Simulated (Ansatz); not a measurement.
`CC[Si]SC` + `OCS` → `CS[Si]O` + `CCCS`  (formal exchange of groups at the Si–C bond)

Computed with Ansatz on PBE0-D4/def2-TZVP structures; ΔE is electronic, products minus reactants. CBS: MP2 limit from def2 TZ/QZ plus the TZ coupled-cluster correction, frozen cores. This one scheme is used for every species. DFT in def2-TZVPP. B3LYP here is the variant with VWN-RPA as its local correlation; programs differ in this. One conformer a species, not always the lowest.

Problem. Is it downhill or uphill in electronic energy at CCSD(T)/CBS, and by how much? (Best estimate.)

Solution. The calculation gave: Downhill: ΔE = -205.4 kJ/mol.

Problem. What do these levels give: B3LYP-D4, ωB97X-V, B2PLYP, PBE, r2SCAN, B3LYP, HF/def2-TZVPP, CCSD(T)/def2-TZVPP, MP2/def2-QZVPP, SCS-MP2/def2-QZVPP, HF/CBS(def2), MP2/CBS(def2)? (Best estimate.)

Solution. Computed: B3LYP-D4 -200.4, ωB97X-V -203.4, B2PLYP -207.9, PBE -194.3, r2SCAN -203.0, B3LYP -204.5, HF/def2-TZVPP -212.7, CCSD(T)/def2-TZVPP -203.6, MP2/def2-QZVPP -213.3, SCS-MP2/def2-QZVPP -211.4, HF/CBS(def2) -213.5, MP2/CBS(def2) -213.8 kJ/mol.

Largest T1 diagnostic among the species: 0.014.

From PBE to PBE0 (25 % exact exchange), in def2-TZVPP and without D4, ΔE moves by −5.1 kJ/mol. The D4 term adds +4.1 kJ/mol with B3LYP and +2.5 kJ/mol with PBE0; it sums over pairs of atoms, weighted by their polarisabilities, and B3LYP, whose exchange is more repulsive, gets the larger term.
